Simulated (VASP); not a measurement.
# BN (Pnma) in VASP: further runs

Runs on BN. Level: LDA. Tasks: single point.

Everything below comes from runs of VASP 6.6.1. Logs are shortened: lines on timing, memory, paths and dates and some standing lists are left out, and cuts for length are marked.

## 1. The structure

The structure is orthorhombic, space group Pnma (No. 62). Conventional cell: a = 4.880 Å, b = 2.591 Å, c = 4.292 Å, α = 90.00°, β = 90.00°, γ = 90.00°. N (site symmetry m) has 4 B at 1.51 to 1.65 Å as nearest neighbours. B (site symmetry m) is surrounded by 4 N at 1.51 to 1.65 Å.

Measurements of this composition are mostly on another form, of space group No. 194.

## 2. Single point, LDA

The input, INCAR:

```
PREC = Accurate
ENCUT = 460
EDIFF = 1E-7
ISMEAR = 0
SIGMA = 0.05
LREAL = Auto
LASPH = T
NELM = 100
ALGO = Normal
ISIF = 2
LWAVE = F
LCHARG = F
NBANDS = 26
ADDGRID = F
```

The input, KPOINTS:

```
Automatic mesh
0
Gamma
  2 4 3
```

The input, POSCAR:

```
BN
1.0
    4.8800890000      0.0000000000      0.0000000000
    0.0000000000      2.5914640000      0.0000000000
    0.0000000000      0.0000000000      4.2920490000
N B
4 4
Direct
    0.3211300000      0.7500000000      0.1064860000
    0.6788700000      0.2500000000      0.8935140000
    0.1788700000      0.2500000000      0.6064860000
    0.8211300000      0.7500000000      0.3935140000
    0.3404130000      0.2500000000      0.9070960000
    0.1595870000      0.7500000000      0.4070960000
    0.8404130000      0.2500000000      0.5929040000
    0.6595870000      0.7500000000      0.0929040000
```

Potentials or basis: VASP PAW LDA potentials, release 64 (N, B).

Command:

```console
cat potpaw_LDA.64/N/POTCAR potpaw_LDA.64/B/POTCAR > POTCAR
mpirun -np 1 vasp_std > vasp.out
```

OUTCAR:

```text
PREC = Accurate
   ENCUT = 460
   EDIFF = 1E-7
   ISMEAR = 0
   LREAL = Auto
   LASPH = T
   NELM = 100
   ISIF = 2

 Found     12 irreducible k-points:

 Following reciprocal coordinates:
            Coordinates               Weight
  0.000000  0.000000  0.000000      1.000000
  0.500000  0.000000  0.000000      1.000000
  0.000000  0.250000  0.000000      2.000000
  0.500000  0.250000  0.000000      2.000000
  0.000000  0.500000  0.000000      1.000000
  0.500000  0.500000  0.000000      1.000000
   k-points           NKPTS =     12   k-points in BZ     NKDIM =     12   number of bands    NBANDS=     26
   number of dos      NEDOS =    301   number of ions     NIONS =      8
   total plane-waves  NPLWV =  19440
   dimension x,y,z NGX =    36 NGY =   18 NGZ =   30
   dimension x,y,z NGXF=    72 NGYF=   36 NGZF=   60
   ions per type =               4   4
   NGX,Y,Z   is equivalent  to a cutoff of  12.26, 11.55, 11.62 a.u.
   NGXF,Y,Z  is equivalent  to a cutoff of  24.53, 23.09, 23.24 a.u.
 SYSTEM =  unknown system
   PREC   = accura    normal or accurate (medium, high low for compatibility)
   ISTART =      0    job   : 0-new  1-cont  2-samecut
   ICHARG =      2    charge: 1-file 2-atom 10-const
   ISPIN  =      1    spin polarized calculation?
   LNONCOLLINEAR =      F non collinear calculations
   LSORBIT =      F    spin-orbit coupling
   LASPH  =      T    aspherical Exc in radial PAW
   ENCUT  =  460.0 eV  33.81 Ry    5.81 a.u.   8.53  4.53  7.51*2*pi/ulx,y,z
   NELM   =    100;   NELMIN=  2; NELMDL= -5     # of ELM steps
   EDIFF  = 0.1E-06   stopping-criterion for ELM
   LREAL  =      T    real-space projection
   EDIFFG = 0.1E-05   stopping-criterion for IOM
   NSW    =      0    number of steps for IOM
   IBRION =     -1    ionic relax: 0-MD 1-quasi-New 2-CG
   NFREE  =      0    steps in history (QN), initial steepest desc. (CG)
   ISIF   =      2    stress and relaxation
   ISYM   =      2    0-nonsym 1-usesym 2-fastsym
   POTIM  = 0.5000    time-step for ionic-motion
   TEBEG  =    0.0;   TEEND  =   0.0 temperature during run
   PSTRESS=    0.0 pullay stress
   NELECT =      32.0000    total number of electrons
   NUPDOWN=      -1.0000    fix difference up-down
   EMIN   =  10.00;   EMAX   =-10.00  energy-range for DOS
   EFERMI =   0.00;   METHOD = LEGACY
   ISMEAR =     0;   SIGMA  =   0.05  broadening in eV -4-tet -1-fermi 0-gaus
   EFERMI_NEDOS =   21; number of points for ismear=-14 and -15
   IALGO  =     38    algorithm
   IMIX   =      4    mixing-type and parameters
     AMIX     =   0.40;   BMIX     =  1.00
     AMIX_MAG =   1.60;   BMIX_MAG =  1.00
  volume/ion in A,a.u.               =       6.78        45.79
  Fermi-wavevector in a.u.,A,eV,Ry     =   1.372711  2.594047 25.637923  1.884334
  Thomas-Fermi vector in A             =   2.498293
   LORBIT       =      0    0 simple, 1 ext, 2 COOP (PROOUT), +10 PAW based schemes
   GGA     = CA    functional components
   LHFCALC =     F    Hartree Fock is set to
   AEXX    =    0.0000 exact exchange contribution
   IVDW    =     0    specifies the selected vdW correction
   LEPSILON=     F    determine dielectric tensor
   LRPA    =     F    only Hartree local field effects (RPA)
 non-spin polarized calculation
 Gauss-broadening in eV      SIGMA  =   0.05
  energy-cutoff  :      460.00
  volume of cell :       54.28
 maximum number of plane-waves:      1239
 NGX is ok and might be reduce to    36
   NGX = 17   NGY =  9   NGZ = 15

 number of electron      32.0000007 magnetization

 Free energy of the ion-electron system (eV)
  ---------------------------------------------------
  ext. energy  EPLUGINS =         0.00000000
  ---------------------------------------------------
  free energy    TOTEN  =       -75.67763690 eV

  energy without entropy =      -75.67763690  energy(sigma->0) =      -75.67763690

 E-fermi :   5.7957     XC(G=0): -12.1717

 val. band max:        5.5500868692   @ k =   0.0000   0.0000   0.0000
 cond. band min:      11.1933333435   @ k =   0.5000   0.0000   0.3333
 fundamental gap:      5.6432464743
 Fermi energy:         5.7956849900

 k-point     1 :       0.0000    0.0000    0.0000
  band No.  band energies     occupation
      1     -13.8888      2.00000
      2     -11.3018      2.00000
      3     -10.2578      2.00000
      4      -8.4952      2.00000
      5      -3.1958      2.00000
      6      -2.5708      2.00000
      7      -1.7575      2.00000
      8      -1.3519      2.00000
      9       0.4851      2.00000
     10       1.0147      2.00000
     11       2.9234      2.00000
     12       3.1226      2.00000
     13       4.5874      2.00000
     14       5.2311      2.00000
     15       5.3566      2.00000
     16       5.5501      2.00000
     17      12.0103      0.00000
     18      12.6458      0.00000
     19      13.5450      0.00000
     20      13.6455      0.00000
     21      14.3806      0.00000
     22      14.4110      0.00000
     23      14.4423      0.00000
     24      15.6795      0.00000
     25      17.0943      0.00000
     26      17.7213      0.00000

 k-point     2 :       0.5000    0.0000    0.0000
  band No.  band energies     occupation
      1     -13.0048      2.00000
      2     -13.0048      2.00000
      3      -8.9188      2.00000
      4      -8.9188      2.00000
      5      -3.7045      2.00000
      6      -3.7045      2.00000
      7      -0.1460      2.00000
      8      -0.1460      2.00000
      9       1.2268      2.00000
     10       1.2268      2.00000
     11       2.7128      2.00000
     12       2.7128      2.00000
     13       4.3764      2.00000
     14       4.3764      2.00000
     15       4.8154      2.00000
     16       4.8154      2.00000
     17      11.4214      0.00000
     18      11.4214      0.00000
     19      13.7477      0.00000
     20      13.7477      0.00000
     21      14.8215      0.00000
     22      14.8215      0.00000
     23      14.9201      0.00000
     24      14.9201      0.00000
     25      16.9774      0.00000
     26      16.9774      0.00000

 k-point     3 :       0.0000    0.2500    0.0000
  band No.  band energies     occupation
      1     -12.9387      2.00000
      2     -10.5020      2.00000
      3      -9.6019      2.00000
      4      -8.3819      2.00000
      5      -2.9439      2.00000
      6      -2.6487      2.00000
      7      -1.1859      2.00000
      8      -1.0738      2.00000
      9      -0.8694      2.00000
     10      -0.5264      2.00000
     11       0.6358      2.00000
     12       1.7805      2.00000
     13       2.5968      2.00000
     14       3.4781      2.00000
     15       4.0709      2.00000
     16       5.1807      2.00000
     17      12.7407      0.00000
     18      13.2999      0.00000
     19      13.7302      0.00000
     20      14.5065      0.00000
     21      14.9736      0.00000
     22      16.0160      0.00000
     23      16.5303      0.00000
     24      17.2734      0.00000
     25      17.4383      0.00000
     26      17.5551      0.00000

 k-point     4 :       0.5000    0.2500    0.0000
  band No.  band energies     occupation
      1     -12.0948      2.00000
      2     -12.0948      2.00000
      3      -8.5920      2.00000
      4      -8.5920      2.00000
      5      -2.9642      2.00000
      6      -2.9642      2.00000
      7      -1.8576      2.00000
      8      -1.8576      2.00000
      9       0.6517      2.00000
     10       0.6517      2.00000
     11       1.8191      2.00000
     12       1.8191      2.00000
     13       2.5045      2.00000
     14       2.5045      2.00000
     15       3.9794      2.00000
     16       3.9794      2.00000
     17      11.6282      0.00000
     18      11.6282      0.00000
     19      14.9772      0.00000
     20      14.9772      0.00000
     21      15.7682      0.00000
     22      15.7682      0.00000
     23      16.8734      0.00000
     24      16.8734      0.00000
     25      18.4109      0.00000
     26      18.4122      0.00000

 k-point     5 :       0.0000    0.5000    0.0000
  band No.  band energies     occupation
      1     -10.3806      2.00000
      2     -10.3806      2.00000
      3      -9.0036      2.00000
      4      -9.0036      2.00000
      5      -3.2583      2.00000
      6      -3.2583      2.00000
      7      -2.4297      2.00000
      8      -2.4297      2.00000
      9       0.3055      2.00000
     10       0.3055      2.00000
     11       0.7407      2.00000
     12       0.7407      2.00000
     13       1.3052      2.00000
     14       1.3052      2.00000
     15       3.4000      2.00000
     16       3.4000      2.00000
     17      11.6436      0.00000
     18      11.6436      0.00000
     19      13.8769      0.00000
     20      13.8769      0.00000
     21      16.5263      0.00000
     22      16.5263      0.00000
     23      18.7234      0.00000
     24      18.7234      0.00000
     25      18.7776      0.00000
     26      18.7776      0.00000

 k-point     6 :       0.5000    0.5000    0.0000
  band No.  band energies     occupation
      1      -9.7736      2.00000
      2      -9.7736      2.00000
      3      -9.7736      2.00000
      4      -9.7736      2.00000
      5      -2.6330      2.00000
      6      -2.6330      2.00000
      7      -2.6330      2.00000
      8      -2.6330      2.00000
      9       0.0327      2.00000
     10       0.0327      2.00000
     11       0.0327      2.00000
     12       0.0327      2.00000
     13       2.7777      2.00000
     14       2.7777      2.00000
     15       2.7777      2.00000
     16       2.7777      2.00000
     17      12.7106      0.00000
     18      12.7106      0.00000
     19      12.7106      0.00000
     20      12.7106      0.00000
     21      16.7199      0.00000
     22      16.7199      0.00000
     23      16.7199      0.00000
     24      16.7199      0.00000
     25      18.8861      0.00000
     26      18.8861      0.00000

 [... further k-points ...]

------------------------ aborting loop because EDIFF is reached ----------------------------------------

  FORCE on cell =-STRESS in cart. coord.  units (eV):
  Direction    XX          YY          ZZ          XY          YZ          ZX
  --------------------------------------------------------------------------------------
  -------------------------------------------------------------------------------------
  Total       -4.0042398     -3.8989994     -4.1172070      0.0000000      0.0000000      0.0000000
  in kB     -118.1933573   -115.0869713   -121.5278168      0.0000000      0.0000000      0.0000000
  external PRESSURE =    -118.2693818 kB  Pullay stress =       0.0000000 kB

 VOLUME and BASIS-vectors are now :
 -----------------------------------------------------------------------------
  energy-cutoff  :      460.00
  volume of cell :       54.28
      direct lattice vectors                 reciprocal lattice vectors
     4.880089000  0.000000000  0.000000000     0.204914296  0.000000000  0.000000000
     0.000000000  2.591464000  0.000000000     0.000000000  0.385882266  0.000000000
     0.000000000  0.000000000  4.292049000     0.000000000  0.000000000  0.232988952

 POSITION                                       TOTAL-FORCE (eV/Angst)
 -----------------------------------------------------------------------------------
      1.56714      1.94360      0.45704         0.116999     -0.000000     -0.020335
      3.31295      0.64787      3.83501        -0.116999     -0.000000      0.020335
      0.87290      0.64787      2.60307        -0.116999      0.000000     -0.020335
      4.00719      1.94360      1.68898         0.116999      0.000000      0.020335
      1.66125      0.64787      3.89330        -0.038439      0.000000      0.041790
      0.77880      1.94360      1.74728         0.038439      0.000000      0.041790
      4.10129      0.64787      2.54477        -0.038439      0.000000     -0.041790
      3.21884      1.94360      0.39875         0.038439      0.000000     -0.041790
 -----------------------------------------------------------------------------------
    total drift:                                0.000000      0.000000     -0.000000

  FREE ENERGIE OF THE ION-ELECTRON SYSTEM (eV)
  ---------------------------------------------------
  free  energy   TOTEN  =       -75.6776368968 eV

  energy  without entropy=      -75.6776368968  energy(sigma->0) =      -75.67763690
```

It took 31 s on 1 thread of AMD EPYC 7R43 (Zen 3), shared host; peak memory 0.08 GiB.

These settings aren't checked as converged: the numbers below hold their error.

Results:

- Free energy: -75.6776 eV
- Pressure: -11.8 GPa
- Largest force: 0.119 eV/Å
- Band gap on the k mesh: 5.64 eV, indirect (least direct gap 6.46 eV)

Caveat: the k mesh is coarse (spacing up to 0.64 Å⁻¹), so the values aren't converged; the cutoff is under 1.25 times the usual one of these potentials, so pressure, stress and relaxed cells hold a basis-set (Pulay) error; an odd mesh through Γ misses points on the zone boundary, where band edges often lie.

## 3. Single point, LDA

Edit INCAR of step 2 so:

```diff
@@ -2,6 +2,6 @@
 ENCUT = 460
-EDIFF = 1E-7
+EDIFF = 0.001
 ISMEAR = 0
 SIGMA = 0.05
-LREAL = Auto
+LREAL = F
 LASPH = T
```

KPOINTS is that of step 2.

POSCAR is that of step 2.

Potentials or basis: VASP PAW LDA potentials, release 64 (N, B).

Command:

```console
cat potpaw_LDA.64/N/POTCAR potpaw_LDA.64/B/POTCAR > POTCAR
mpirun -np 1 vasp_std > vasp.out
```

Run time: 14 s. Hardware: 1 thread of AMD EPYC 7R43 (Zen 3), shared host; peak memory 0.09 GiB.

These settings aren't checked as converged: the numbers below hold their error.

Results:

```yaml
Free_energy: -75.6763 eV
Pressure: -12.0 GPa
Largest_force: 0.124 eV/Å
Band_gap_on_the_k_mesh: 5.64 eV, indirect (least direct gap 6.46 eV)
```

Caveat: the k mesh is coarse (spacing up to 0.64 Å⁻¹), so the values aren't converged; the cutoff is under 1.25 times the usual one of these potentials, so pressure, stress and relaxed cells hold a basis-set (Pulay) error; an odd mesh through Γ misses points on the zone boundary, where band edges often lie.

## 4. Single point, LDA

Edit INCAR of step 3 so:

```diff
@@ -2,3 +2,3 @@
 ENCUT = 460
-EDIFF = 0.001
+EDIFF = 1E-5
 ISMEAR = 0
```

KPOINTS is that of step 3.

POSCAR is that of step 3.

Command:

```console
cat potpaw_LDA.64/N/POTCAR potpaw_LDA.64/B/POTCAR > POTCAR
mpirun -np 1 vasp_std > vasp.out
```

Wall time 16 s (1 thread of AMD EPYC 7R43 (Zen 3), shared host); peak memory 0.09 GiB.

The run converged, but some of its settings lie outside the range that counts as converged, so its numbers aren't taken as properties of the crystal.

What came out:

| Item | Value |
| --- | --- |
| Free energy | -75.6763 eV |
| Pressure | -11.8 GPa |
| Largest force | 0.119 eV/Å |
| Band gap on the k mesh | 5.64 eV, indirect (least direct gap 6.46 eV) |

Caveat: the k mesh is coarse (spacing up to 0.64 Å⁻¹), so the values aren't converged; the cutoff is under 1.25 times the usual one of these potentials, so pressure, stress and relaxed cells hold a basis-set (Pulay) error; an odd mesh through Γ misses points on the zone boundary, where band edges often lie.

## 5. Single point, LDA

Edit INCAR of step 4 so:

```diff
@@ -2,3 +2,3 @@
 ENCUT = 460
-EDIFF = 1E-5
+EDIFF = 1E-7
 ISMEAR = 0
@@ -13,2 +13,2 @@
 NBANDS = 26
-ADDGRID = F
+ADDGRID = T
```

KPOINTS is that of step 4.

POSCAR is that of step 4.

Command:

```console
cat potpaw_LDA.64/N/POTCAR potpaw_LDA.64/B/POTCAR > POTCAR
mpirun -np 1 vasp_std > vasp.out
```

Wall time 20 s (1 thread of AMD EPYC 7R43 (Zen 3), shared host); peak memory 0.12 GiB.

The run converged, but some of its settings lie outside the range that counts as converged, so its numbers aren't taken as properties of the crystal.

Results:

```yaml
Free_energy: -75.6763 eV
Pressure: -11.8 GPa
Largest_force: 0.120 eV/Å
Band_gap_on_the_k_mesh: 5.64 eV, indirect (least direct gap 6.46 eV)
```

Caveat: the k mesh is coarse (spacing up to 0.64 Å⁻¹), so the values aren't converged; the cutoff is under 1.25 times the usual one of these potentials, so pressure, stress and relaxed cells hold a basis-set (Pulay) error; an odd mesh through Γ misses points on the zone boundary, where band edges often lie.
